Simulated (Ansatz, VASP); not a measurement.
**TaN: VASP beside Ansatz**

INCAR

```
PREC = Accurate
ENCUT = 520
EDIFF = 1E-6
ISMEAR = 0
SIGMA = 0.15
LREAL = F
LASPH = T
NELM = 80
ALGO = Normal
ISIF = 2
LWAVE = F
LCHARG = F
GGA = PS
NBANDS = 15
```

Contents of KPOINTS:

```
regular mesh
0
Gamma
  18 18 16
```

File POSCAR:

```
TaN
1.0
    2.9606000000      0.0000000000      0.0000000000
   -1.4803000000      2.5639548105      0.0000000000
    0.0000000000      0.0000000000      2.9066000000
Ta N
1 1
Direct
    0.3333333333      0.6666666667      0.5000000000
    0.0000000000      0.0000000000      0.0000000000
```

Input for Ansatz:

```yaml
crystal:
  lattice:
    - [2.9606, 0.0, 0.0]
    - [-1.4803, 2.5639548105, 0.0]
    - [0.0, 0.0, 2.9066]
  atoms:
    - { symbol: Ta, position: [0.3333333333, 0.6666666667, 0.5] }
    - { symbol: "N", position: [0.0, 0.0, 0.0] }
basis:
  ecutwfc: 520.0
kpoints:
  mp_grid: { grid: [18, 18, 16] }
hamiltonian:
  xc: pbesol
scf:
  occupations: { method: gaussian, width: 0.15 }
output:
  forces: true
  stress: true
  eigenvalues: true
```

Alike in both runs: task single point; functional PBEsol; k mesh 18 × 18 × 16; occupations gaussian, width 0.15 eV; no spin polarisation.

|  | VASP | Ansatz |
| --- | --- | --- |
| version | VASP 6.6.1 | Ansatz 0.2.0 |
| potentials or method | VASP PAW PBE potentials, release 64 (Ta_pv, N) | scalar-relativistic, plane waves, PAW |
| plane-wave cutoff (eV) | 520 | 520 |
| valence electrons in the cell | 16 | 18 |

Ansatz gave:

- gap on the k mesh at the Fermi level (eV): none
- pressure (GPa): -12.5
- largest component of the traceless stress (GPa): 0.95

Question: What did VASP give for the same quantities?

Answer: gap on the k mesh at the Fermi level (eV): none; pressure (GPa): -11.8; largest component of the traceless stress (GPa): 0.83.

A gap of «none» marks a metal or a gap that the smearing closes. The two sets of potentials don't hold the same shells in valence.

Caveats: the PAW data sets were made with another functional, which shifts forces and pressure a little (VASP). The runs have no spin-orbit coupling, so splittings on Ta are missing.
